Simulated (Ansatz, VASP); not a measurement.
## AlAu in VASP and in Ansatz

POSCAR

```
AlAu
1.0
    3.3077179641      0.0000000000      0.0000000000
    0.0000000000      3.3077179641      0.0000000000
    0.0000000000      0.0000000000      3.3077179641
Al Au
1 1
Direct
    0.0000000000      0.0000000000      0.0000000000
    0.5000000000      0.5000000000      0.5000000000
```

INCAR.step1

```
PREC = Accurate ; ENCUT = 520
ISMEAR = 0 ; SIGMA = 0.05
LREAL = F ; LASPH = T
NELM = 60 ; NBANDS = 14
GGA = PE ; ALGO = Normal
EDIFF = 1E-4 ; LWAVE = T
LCHARG = F
```

INCAR.step2

```
PREC = Accurate ; ENCUT = 520
EDIFF = 1E-7 ; ISMEAR = 0
SIGMA = 0.05 ; LREAL = F
LASPH = T ; NELM = 60
ALGO = Normal ; ISIF = 2
LWAVE = F ; LCHARG = F
METAGGA = R2SCAN ; LMIXTAU = T
NBANDS = 14 ; ISTART = 1
```

File KPOINTS:

```
regular mesh
0
Gamma
  9 9 9
```

Input for Ansatz:

```yaml
crystal:
  lattice:
    - [3.307717964088458, 0.0, 0.0]
    - [0.0, 3.307717964088458, 0.0]
    - [0.0, 0.0, 3.307717964088458]
  atoms:
    - { symbol: Al, position: [0.0, 0.0, 0.0] }
    - { symbol: Au, position: [0.5, 0.5, 0.5] }
accuracy: medium
basis:
  ecutwfc: 600.0
kpoints:
  mp_grid:
    grid: [9, 9, 9]
hamiltonian:
  xc: r2scan
scf:
  n_extra_bands: 6
  occupations:
    method: gaussian
    width: 0.05
output:
  stress: true
```

The cell comes from a database or a generator and needn't be the stable form of this composition.

Alike in both runs: task single point; functional r2SCAN; k mesh 9 × 9 × 9; occupations gaussian, width 0.05 eV; no spin polarisation.

|  | VASP | Ansatz |
| --- | --- | --- |
| version | VASP 6.6.1 | Ansatz 0.2.0 |
| potentials or method | VASP PAW PBE potentials, release 64 (Al, Au) | plane waves, PAW |
| plane-wave cutoff (eV) | 520 | 600 |
| valence electrons in the cell | 14 | 22 |

|  | VASP | Ansatz | Ansatz less VASP |
| --- | --- | --- | --- |
| pressure (GPa) | -12.0 | -11.8 | +0.24 |

The functional is the same, so the differences come from potentials, cutoffs and numerics. The two sets of potentials don't hold the same shells in valence.

Caveats: the PAW data sets were made with another functional, which shifts forces and pressure a little (VASP). The runs have no spin-orbit coupling, so splittings on Au are missing.
